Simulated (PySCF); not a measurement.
Structure problem from calculated spectra and properties.

Formula: C4H6O2.

| Quantity | Value |
| --- | --- |
| 13C NMR | chemical shifts (computed TMS as zero) by class: 182.7 (1 C), 13.3 (1 C), 12.4 (2 C) ppm [GIAO B97-2/pcSseg-2] |
| 1H NMR | chemical shifts (computed TMS as zero) by class: 5.95 (1 H), 1.58 (1 H), 1.05 (2 H), 0.79 (2 H) ppm [GIAO B97-2/pcSseg-2] |
| Dipole | 1.70 D [B97-2/pcSseg-2] |
| Couplings | largest of the computed one-bond spin–spin couplings (means over like bonds): 13C–1H +175.5, 13C–1H +174.5 (×2), 13C–1H +170.3 (×2), 13C–13C +77.2, 17O–1H -76.3, 17O–13C +32.7, 17O–13C +30.1, 13C–13C +15.5 Hz [B3LYP/pcJ-2, spin–dipole term left out] |
| NMR, other nuclei | isotropic shieldings of nuclei other than C and H, by class: -41 (1 O), 120 (1 O) ppm [GIAO B97-2/pcSseg-2] |
| Rotational structure | rotational constants A, B, C: 7.721, 2.748, 2.402 GHz [PBE0-D3(BJ)/def2-TZVP] |

The electronic properties come from PySCF, for the isolated species, density fitting. Levels stand in brackets. One conformer (not necessarily the lowest) at the PBE0-D3(BJ)/def2-TZVP geometry, without solvent, vibrations or thermal averaging. NMR classes are plain means over equivalent atoms (diastereotopic ones count apart unless rotation or inversion swaps them), as if these changed places fast.

Task: Propose a structure and show how it fits.

Result: Numbering: `[O:1]=[C:2]([OH:3])[CH:4]1[CH2:5][CH2:6]1`. Its formula, C4H6O2, gives 2 degrees of unsaturation: 1 ring and 1 π bond in the structure found. 4 carbons fall into 3 classes; from least to most shielded: carboxylic acid carbon [C2] (182.7 ppm), sp3 carbon next to a carbonyl [C4] (13.3 ppm), three-membered-ring carbon [C5/C6] (12.4 ppm, 2 C). Hydrogen classes from least to most shielded: 1 H on an acid hydroxyl oxygen, O3 (5.95 ppm), 1 H on an sp3 carbon next to a carbonyl, C4 (1.58 ppm), 2 H on 2 three-membered-ring carbons, C5/C6 (1.05 ppm), 2 H on 2 three-membered-ring carbons, C5/C6 (0.79 ppm). The other shieldings belong to: -41 ppm, acid carbonyl oxygen [O1]; 120 ppm, acid hydroxyl oxygen [O3]. The couplings run between: +175.5 Hz, sp3 carbon next to a carbonyl [C4] and its hydrogen; +174.5 Hz, three-membered-ring carbon [C5] and its hydrogen (with 1 like pair); +170.3 Hz, three-membered-ring carbon [C5] and its hydrogen (with 1 like pair); +77.2 Hz, carboxylic acid carbon [C2] and sp3 carbon next to a carbonyl [C4]; -76.3 Hz, acid hydroxyl oxygen [O3] and its hydrogen; +32.7 Hz, acid hydroxyl oxygen [O3] and carboxylic acid carbon [C2]; +30.1 Hz, acid carbonyl oxygen [O1] and carboxylic acid carbon [C2]; +15.5 Hz, three-membered-ring carbon [C5] and three-membered-ring carbon [C6]. The optimised geometry has point group Cs and is an asymmetric top. Structure: `O=C(O)C1CC1`. Computed isomers that give other values at the same levels: `C=C(C)C(=O)O` (rotational constant A: 5.429 GHz; this holds for the one conformer computed); `CC(=O)C(C)=O` (rotational constant A: 5.344 GHz; this holds for the one conformer computed); `O=C1CCCO1` (13C chemical shifts (computed TMS as zero) by class: 181.3 (1 C), 71.0 (1 C), 30.4 (1 C), 26.8 (1 C) ppm). The assignments are read from this structure; whether some other isomer fits the data as well wasn't checked.

The values belong to the conformer `[O:1]=[C:2]([OH:3])[CH:4]1[CH2:5][CH2:6]1`: O1–C2–C4–C5 33°, H–O3–C2–O1 0°.
